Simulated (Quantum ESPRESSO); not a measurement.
SiC (Moissanite 6H):

```
CELL_PARAMETERS angstrom
3.09500 0.00000 0.00000
-1.54750 2.68035 0.00000
0.00000 0.00000 15.17000
ATOMIC_POSITIONS crystal
Si 0.66667 0.33333 0.45830
Si 0.33333 0.66667 0.95830
Si 0.66667 0.33333 0.79170
Si 0.33333 0.66667 0.29170
Si 0.00000 0.00000 0.62500
Si 0.00000 0.00000 0.12500
C 0.66667 0.33333 0.33330
C 0.33333 0.66667 0.83330
C 0.66667 0.33333 0.66670
C 0.33333 0.66667 0.16670
C 0.00000 0.00000 0.50000
C 0.00000 0.00000 0.00000
```

Base run:

- Program: Quantum ESPRESSO 7.5
- Functional: LDA
- Potentials or basis: GBRV 1.5 LDA
- Cutoff: 612 eV
- Density cutoff: 4898 eV
- k mesh: 10 × 10 × 2
- Occupations: fermi-dirac, width 0.05 eV
- Spin: no spin polarisation

Its results: band gap on the k mesh 1.98 eV, indirect (least direct gap 3.08 eV); pressure -7.4 GPa; largest force 0.144 eV/Å.

Task: The run is repeated on the same cell with these changes: functional from LDA to PBEsol; potentials or basis from GBRV 1.5 LDA to GBRV 1.5 PBEsol. What comes out?

Result: Band gap on the k mesh 1.92 eV, indirect (least direct gap 3.02 eV); pressure -3.2 GPa; largest force 0.143 eV/Å.

Caveats: some levels on the path didn't converge.
